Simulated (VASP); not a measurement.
A run of VASP 6.6.1 is set up as follows.

Contents of INCAR:

```
SYSTEM = InP
  PREC = Accurate
  ENCUT = 520
  EDIFF = 1E-6
  ISMEAR = 0
  SIGMA = 0.011
  LREAL = .False.
  LASPH = .True.
  NELM = 100
  ALGO = Normal
  ISIF = 2
  LWAVE = .False.
  LCHARG = .False.
  GGA = PE
  NBANDS = 16
```

Contents of KPOINTS:

```
Automatic mesh
0
Gamma
  8 8 8
  0 0 0
```

POSCAR

```
InP
1.0
    0.0000000000      2.9305000000      2.9305000000
    2.9305000000      0.0000000000      2.9305000000
    2.9305000000      2.9305000000      0.0000000000
In P
1 1
Direct
    0.0000000000      0.0000000000      0.0000000000
    0.7500000000      0.7500000000      0.7500000000
```

Potentials or basis: VASP PAW PBE potentials, release 64 (In_d, P).

Launch:

```sh
$ cat potpaw_PBE.64/In_d/POTCAR potpaw_PBE.64/P/POTCAR > POTCAR
$ mpirun -np 1 vasp_std > vasp.out
```

**Question.** What does it give for the band gap on the k mesh?

**Answer.** 0.71 eV, direct.

**Question.** What does it give for the pressure?

**Answer.** 3.3 GPa.

Caveat: spin-orbit coupling is left out, which moves the levels of the heavy elements.

**The experiment to reproduce.**

From a printed reference work, data compilation, for a bulk crystal of InP at 1.6 K: band gap 1.4236 eV (direct).

Against the measured gap of InP, 1.4236 eV (direct; 1.6 K; a printed reference work, data compilation), the calculated 0.71 eV is off by -0.71 eV. Spin-orbit coupling on In is left out. The value is that of PBE, without temperature or zero-point motion. Semilocal functionals fall short of measured gaps as a rule.
